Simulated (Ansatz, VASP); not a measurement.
# Ni (Ni slab): VASP beside Ansatz, part 2 of 2

One calculation is typed for both programs; each brings its own data sets and cutoff. How far apart do they land?

VASP 6.6.1 and Ansatz 0.2.0.

So far: Set-up; Ansatz: single point, PBE with D3(BJ).

## Step 3: VASP: single point, PBE with D3(BJ)

Level of this step: PBE with D3(BJ), spin-polarised from a ferromagnetic start; plane waves and PAW (Ni) (VASP).

The same cell, functional, mesh and smearing now go to VASP, with its own data sets and cutoff.

Lines of VASP's logs that name or quote its potential files are left out, and so is its time.

The input, INCAR:

```
SYSTEM = Ni
PREC = Normal
ENCUT = 400
EDIFF = 1E-06
NELM = 120
ISMEAR = 1
SIGMA = 0.1
LREAL = Auto
ALGO = Fast
GGA = PE
IVDW = 12
NBANDS = 31
ISPIN = 2
MAGMOM = 1 1 1 1
LASPH = .TRUE.
LMAXMIX = 4
LORBIT = 11
LWAVE = .FALSE.
LCHARG = .FALSE.
KPAR = 4
IDIPOL = 3
LDIPOL = .TRUE.
DIPOL = 0.5 0.5 0.422
LVHAR = .TRUE.
LVACPOTAV = .TRUE.
NEDOS = 1500
```

The input, POSCAR:

```
Ni
1.0
    2.4631758480      0.0000000000      0.0000000000
   -1.2315879240      2.1331728580      0.0000000000
    0.0000000000      0.0000000000     26.1521233030
Ni
4
Selective dynamics
Direct
    0.0000000000      0.0000000000      0.3059025040  F F F
    0.3333333330      0.6666666670      0.3843170840  F F F
    0.6666666670      0.3333333330      0.4606313366  T T T
    0.0000000000      0.0000000000      0.5370322371  T T T
```

The input, KPOINTS:

```
Automatic mesh
0
Gamma
15 15 1
0 0 0
```

PAW data sets: Ni (PBE family, release 64).

The run is started by

```sh
$ mpirun -np 4 vasp_std
```

Numbers of over 12 decimals in the logs are rounded to 6 here.

Log:

```text
[banner, memory and clock lines left out]
running    4 mpi-ranks, on    1 nodes
 distrk:  each k-point on    1 cores,    4 groups
 distr:  one band on    1 cores,    1 groups

 POSCAR found type information on POSCAR Ni
 POSCAR found :  1 types and       4 ions
|                                                                             |
|               ----> ADVICE to this user running VASP <----                  |
|                                                                             |
|     You have a (more or less) 'small supercell' and for smaller cells       |
|     it is recommended to use the reciprocal-space projection scheme!        |
|     The real-space optimization is not efficient for small cells and it     |
|     is also less accurate ...                                               |
|     Therefore, set LREAL=.FALSE. in the INCAR file.                         |
|                                                                             |

 LDA part: xc-table for (Slater+PW92), standard interpolation
 POSCAR, INCAR and KPOINTS ok, starting setup
 FFT: planning ... GRIDC
 FFT: planning ... GRID_SOFT
 FFT: planning ... GRID
 WAVECAR not read
 entering main loop
       N       E                     dE             d eps       ncg     rms          rms(c)
DAV:   1     0.246423403760E+03    0.24642E+03   -0.15401E+04  3348   0.112E+03
DAV:   2    -0.903954067805E+01   -0.25546E+03   -0.24250E+03  3446   0.273E+02
DAV:   3    -0.242154944928E+02   -0.15176E+02   -0.14823E+02  3859   0.943E+01
DAV:   4    -0.244136564072E+02   -0.19816E+00   -0.19806E+00  3959   0.121E+01
DAV:   5    -0.244184701584E+02   -0.48138E-02   -0.48136E-02  5126   0.119E+00    0.196E+01
RMM:   6    -0.255218886497E+02   -0.11034E+01   -0.34806E+01  3800   0.596E+01    0.271E+01
RMM:   7    -0.271801500126E+02   -0.16583E+01   -0.96456E+00  3820   0.270E+01    0.328E+01
RMM:   8    -0.367149007535E+02   -0.95348E+01   -0.41941E+00  4029   0.189E+01    0.457E+01
RMM:   9    -0.224474784326E+02    0.14267E+02   -0.21126E+00  3912   0.136E+01    0.234E+01
RMM:  10    -0.219558446279E+02    0.49163E+00   -0.23613E+00  3959   0.140E+01    0.202E+01
RMM:  11    -0.218942828383E+02    0.61562E-01   -0.14880E+00  4002   0.111E+01    0.235E+01
RMM:  12    -0.201700982882E+02    0.17242E+01   -0.68233E-01  3884   0.680E+00    0.137E+01
RMM:  13    -0.196127274957E+02    0.55737E+00   -0.34485E-01  4006   0.365E+00    0.881E+00
RMM:  14    -0.192688825936E+02    0.34384E+00   -0.10945E-01  3947   0.272E+00    0.468E+00
[...]
RMM:  45    -0.206077133616E+02   -0.51743E-04   -0.28086E-07  2754   0.275E-03    0.596E-03
RMM:  46    -0.206077445041E+02   -0.31143E-04   -0.19962E-07  2737   0.267E-03    0.150E-03
RMM:  47    -0.206077596360E+02   -0.15132E-04   -0.12377E-07  2680   0.225E-03    0.251E-03
RMM:  48    -0.206077651137E+02   -0.54777E-05   -0.80109E-08  2533   0.168E-03    0.306E-03
RMM:  49    -0.206077684772E+02   -0.33635E-05   -0.26876E-08  2233   0.136E-03    0.115E-03
RMM:  50    -0.206077724272E+02   -0.39500E-05   -0.36083E-08  2443   0.152E-03    0.389E-04
RMM:  51    -0.206077748374E+02   -0.24102E-05   -0.22348E-08  2267   0.135E-03    0.616E-04
RMM:  52    -0.206077757994E+02   -0.96205E-06   -0.13088E-08  1980   0.123E-03
|                                                                             |
|           W    W    AA    RRRRR   N    N  II  N    N   GGGG   !!!           |
|           W    W   A  A   R    R  NN   N  II  NN   N  G    G  !!!           |
|           W    W  A    A  R    R  N N  N  II  N N  N  G       !!!           |
|           W WW W  AAAAAA  RRRRR   N  N N  II  N  N N  G  GGG   !            |
|           WW  WW  A    A  R   R   N   NN  II  N   NN  G    G                |
|           W    W  A    A  R    R  N    N  II  N    N   GGGG   !!!           |
|                                                                             |
|     Did not find any points to average over, which means that no vacuum     |
|     field-free region was found. Please increase the size of  your cell     |
|     in the dimension of the dipole correction to obtain accurate            |
|     workfunction values.                                                    |
|                                                                             |

   1 F= -.22003187E+02 E0= -.22002412E+02  d E =-.232475E-02  mag=     2.7548
```

OUTCAR, selected parts (step 3):

```text
ion  position               nearest neighbor table
   1  0.000  0.000  0.306-   2 2.50   2 2.50   2 2.50
   2  0.333  0.667  0.384-   3 2.45   3 2.45   3 2.45   1 2.50   1 2.50   1 2.50
   3  0.667  0.333  0.461-   2 2.45   2 2.45   2 2.45   4 2.45   4 2.45   4 2.45
   4  0.000  0.000  0.537-   3 2.45   3 2.45   3 2.45

  LATTYP: Found a hexagonal cell.
 ALAT       =     2.4631758480
 C/A-ratio  =    10.6172376301

 Subroutine GETGRP returns: Found  6 space group operations
 (whereof  6 operations were pure point group operations)

The static configuration has the point symmetry C_3v.

 Found     27 irreducible k-points:

   k-points           NKPTS =     27   k-points in BZ     NKDIM =     27   number of bands    NBANDS=     31

   dimension x,y,z NGX =    12 NGY =   12 NGZ =  128
   dimension x,y,z NGXF=    24 NGYF=   24 NGZF=  256

   ENCUT  =  400.0 eV  29.40 Ry    5.42 a.u.   4.02  4.02 42.65*2*pi/ulx,y,z

   NELECT =      40.0000    total number of electrons

 k-points in reciprocal lattice and weights: Automatic mesh
   0.00000000  0.00000000  0.00000000       0.004
   0.06666667 -0.00000000  0.00000000       0.027
   0.13333333 -0.00000000  0.00000000       0.027
   0.20000000 -0.00000000  0.00000000       0.027
   0.26666667 -0.00000000  0.00000000       0.027
   0.33333333 -0.00000000  0.00000000       0.027
   0.40000000 -0.00000000  0.00000000       0.027
   0.46666667  0.00000000  0.00000000       0.027
   0.06666667  0.06666667  0.00000000       0.027
[...]
0.33333333  0.26666667  0.00000000       0.053
   0.33333333  0.33333333  0.00000000       0.009

 dipolmoment           0.000000      0.000000     -0.000512 electrons x Angstroem

 average (electrostatic) potential at core
       1 -91.6227       2 -91.9441       3 -91.9695       4 -91.6544

 E-fermi :  -0.4668

 spin component 1
 k-point     1 :       0.0000    0.0000    0.0000
  band No.  band energies     occupation
    ...
     20      -1.2393      1.00000
     21      -1.2393      1.00000
     22      -1.1646      1.00000
     23      -1.1034      1.00000
     24      -1.1034      1.00000
     25      -0.2450     -0.00372
     26       4.2989      0.00000
     27       4.3710      0.00000
     28       5.0279      0.00000
     29       5.5546      0.00000
    ...

 k-point     2 :       0.0667   -0.0000    0.0000
  band No.  band energies     occupation
    ...
     20      -1.5208      1.00000
     21      -1.4527      1.00000
     22      -1.2429      1.00000
     23      -1.1023      1.00000
     24      -0.6249      1.02393
     25       0.3014     -0.00000
     26       4.4332      0.00000
     27       4.5204      0.00000
     28       5.1764      0.00000
     29       5.6863      0.00000
    ...

 k-point     3 :       0.1333   -0.0000    0.0000
  band No.  band energies     occupation
    ...
     19      -1.8010      1.00000
     20      -1.6160      1.00000
     21      -1.2619      1.00000
     22      -1.2521      1.00000
     23      -1.0997      1.00000
     24       0.0431     -0.00000
     25       1.2695     -0.00000
     26       4.8324      0.00000
     27       4.9683      0.00000
     28       5.6216      0.00000
    ...

 k-point     4 :       0.2000   -0.0000    0.0000
  band No.  band energies     occupation
    ...
     19      -1.7974      1.00000
     20      -1.6005      1.00000
     21      -1.2658      1.00000
     22      -1.0962      1.00000
     23      -0.9220      1.00000
     24       0.8034     -0.00000
     25       2.4112      0.00000
     26       5.4870      0.00000
     27       5.7134      0.00000
     28       6.3625      0.00000
    ...

 k-point     5 :       0.2667   -0.0000    0.0000
  band No.  band energies     occupation
    ...
     19      -1.6402      1.00000
     20      -1.5145      1.00000
     21      -1.2765      1.00000
     22      -1.0926      1.00000
     23      -0.4812      0.62025
     24       1.6714      0.00000
     25       3.6982      0.00000
     26       6.3798      0.00000
     27       6.7509      0.00000
     28       7.3940      0.00000
    ...

 k-point     6 :       0.3333   -0.0000    0.0000
  band No.  band energies     occupation
    ...
     18      -1.3694      1.00000
     19      -1.3678      1.00000
     20      -1.3138      1.00000
     21      -1.2321      1.00000
     22      -1.0840      1.00000
     23       0.1540     -0.00000
     24       2.6488      0.00000
     25       5.1107      0.00000
     26       7.3717      0.00000
     27       8.0434      0.00000
    ...

 Edisp (eV)   -1.39541

  Total      -1.48275    -1.48275    -0.58783     0.00000    -0.00000     0.00000
  in kB     -17.28827   -17.28827    -6.85384     0.00000    -0.00000     0.00000
  external pressure =      -13.81 kB  Pullay stress =        0.00 kB

  energy-cutoff  :      400.00
  volume of cell :      137.41
      direct lattice vectors                 reciprocal lattice vectors
     2.463175848  0.000000000  0.000000000     0.405979947  0.234392632  0.000000000
    -1.231587924  2.133172858  0.000000000     0.000000000  0.468785263  0.000000000
     0.000000000  0.000000000 26.152123303     0.000000000  0.000000000  0.038237813

 POSITION                                       TOTAL-FORCE (eV/Angst)
 -----------------------------------------------------------------------------------
      0.00000      0.00000      8.00000         0.000000     -0.000000      0.265626
     -0.00000      1.42212     10.05071        -0.000000      0.000000     -0.240493
      1.23159      0.71106     12.04649         0.000000      0.000000     -0.047497
      0.00000      0.00000     14.04453        -0.000000      0.000000      0.022364
 -----------------------------------------------------------------------------------
    total drift:                                0.000003      0.000005      0.043291

  FREE ENERGIE OF THE ION-ELECTRON SYSTEM (eV)
  ---------------------------------------------------
  free  energy   TOTEN  =       -22.0031869115 eV

  energy  without entropy=      -22.0008621624  energy(sigma->0) =      -22.00241200

 vacuum level on the upper side and lower side of the slab         4.625         4.643

 total charge
# of ion       s       p       d       tot
------------------------------------------
    1        0.498   0.394   8.302   9.194
    2        0.506   0.517   8.318   9.341
    3        0.511   0.529   8.324   9.363
    4        0.503   0.405   8.309   9.217
--------------------------------------------------
tot          2.017   1.845  33.253  37.115

 magnetization (x)
# of ion       s       p       d       tot
------------------------------------------
    1       -0.004  -0.024   0.729   0.701
    2       -0.007  -0.028   0.737   0.703
    3       -0.007  -0.028   0.736   0.701
    4       -0.005  -0.024   0.727   0.698
--------------------------------------------------
tot         -0.022  -0.104   2.929   2.803

[... 6 further parts left out ...]
```

## Step 4: Differences

Known differences besides the PAW data sets themselves: the data sets hold 72 valence electrons in Ansatz (default PAW (the set named soft_2) files) and 40 in VASP; the cutoff is 420 eV in Ansatz and 400 eV in VASP (PREC = Normal, projectors in real space); site moments are counted in spheres of each program's own size. Total energies have different zeros and are not compared.

Both answers:

```tsv
quantity	Ansatz	VASP	difference
total moment (μB)	2.81	2.75	+0.06
moment on Ni2 (μB)	0.75	0.70	+0.04
moment on Ni1 (μB)	0.75	0.70	+0.05
moment on Ni3 (μB)	0.75	0.70	+0.05
moment on Ni4 (μB)	0.74	0.70	+0.04
work function, lower of the two faces (eV)	5.10	5.09	+0.01
work function, higher of the two faces (eV)	5.12	5.11	+0.01
```

Forces (eV/Å; atoms numbered as in POSCAR):

```tsv
atom	Ansatz x, y, z	VASP x, y, z
Ni1	0.000, 0.000, 0.248	0.000, 0.000, 0.266
Ni2	0.000, 0.000, -0.285	0.000, 0.000, -0.240
Ni3	0.000, 0.000, 0.004	0.000, 0.000, -0.047
Ni4	0.000, 0.000, 0.034	0.000, 0.000, 0.022
```

The forces differ by 21 meV/Å r.m.s., which is 19.7 % of the r.m.s. force of 0.10 eV/Å (both taken over all components, held atoms included).

## Step 5: What moves the difference

The difference is large enough to ask for its cause, so further runs change the set-up of one program at a time, as the table lists.

```tsv
run	r.m.s. force difference (meV/Å)
as above	21
Ansatz's larger PAW set (cutoff 1080 eV)	20
norm-conserving potentials (cutoff 1400 eV)	24
```

## Step 6: Outcome

```json
{
 "r.m.s. force difference (single point, PBE with D3(BJ))": "21 meV/Å"
}
```

What this shows: The r.m.s. force difference is 21 meV/Å (single point, PBE with D3(BJ)), beyond the 12 meV/Å picked in this series as the mark of a large difference. For single point, PBE with D3(BJ): no further run halves the r.m.s. force difference; only Ansatz's side was varied, and Ansatz's runs with other potentials lie closer to each other than to VASP, which for this quantity points to VASP's side; this was not tested here. How closely two codes agree says nothing of how well the functional describes the real material.

[Lines on the potential files, build, host, timing and source positions are cut from VASP's logs without a mark.]

[Logs are printed without paths, hosts, clocks, repeated set-up lines and the standing remarks that a program may print on its own settings, such as how far it seeks lower states.]

[Hosts, paths, dates, database ids (printed as entryN), source tags and the programs' standing remarks are cut or masked in the printed files.]
